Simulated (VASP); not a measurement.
Here is a VASP 6.6.1 calculation.

File INCAR:

```
ALGO = Normal
EDIFF = 1E-6
ENCUT = 520
GGA = CA
ISIF = 2
ISMEAR = 0
LASPH = T
LCHARG = F
LREAL = F
LWAVE = F
NBANDS = 16
NELM = 100
PREC = Accurate
SIGMA = 0.03
```

Contents of KPOINTS:

```
k-points
0
Gamma
  14 14 14
```

POSCAR

```
GaN
1.0
    0.0000000000      2.1352350000      2.1352350000
    2.1352350000      0.0000000000      2.1352350000
    2.1352350000      2.1352350000      0.0000000000
Ga N
1 1
Direct
    0.0702498788     -0.0702498788     -0.0702498788
    0.5000000000      0.5000000000      0.5000000000
```

Potentials or basis: VASP PAW LDA potentials, release 64 (Ga_d, N).

Command:

```sh
$ cat potpaw_LDA.64/Ga_d/POTCAR potpaw_LDA.64/N/POTCAR > POTCAR
$ mpirun -np 1 vasp_std > vasp.out
```

Question: Predict the largest force.

Answer: 1.774 eV/Å.

Question: Predict the band gap on the k mesh.

Answer: 0.28 eV, indirect (least direct gap 2.25 eV).

Forces on the atoms (eV/Å):
```
Ga   1.774  0.000  0.000
N   -1.774  0.000  0.000
```

Caveat: forces of over 1 eV/Å show positions far from the minimum, so gaps and moduli don't describe the material at rest. A k mesh can miss the band edges.
